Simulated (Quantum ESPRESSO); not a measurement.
Crystal: Fe.

```
CELL_PARAMETERS angstrom
-1.44300 1.44300 1.44300
1.44300 -1.44300 1.44300
1.44300 1.44300 -1.44300
ATOMIC_POSITIONS crystal
Fe 0.00000 0.00000 0.00000
```

Base run:

| Property | Result |
| --- | --- |
| Program | Quantum ESPRESSO 7.5 |
| Functional | LDA |
| Potentials or basis | SG15 PBE 1.2 |
| Cutoff | 952 eV |
| Density cutoff | 3810 eV |
| k mesh | 13 × 13 × 13 |
| Occupations | fermi-dirac, width 0.05 eV |
| Spin | collinear spin, ferromagnetic start |
| Starting moments | [3.0] μB |

Its results: band gap on the k mesh none (metal or under the smearing width); pressure -29.1 GPa; net moment 2.19 μB per cell; site moments Fe +2.22 μB.

Q: The run is repeated on the same cell with these changes: functional from LDA to AM05. What comes out?

A: Band gap on the k mesh none (metal or under the smearing width); pressure -18.4 GPa; net moment 2.34 μB per cell; site moments Fe +2.38 μB.

AM05 binds less tightly than LDA, so the same cell stands under more pressure.

Caveats: the potentials were made for another functional, which shifts forces and pressure; a pressure of tens of GPa on the cell as given is suspect, and the run, the potentials or the cell itself is likely at fault (some runs).
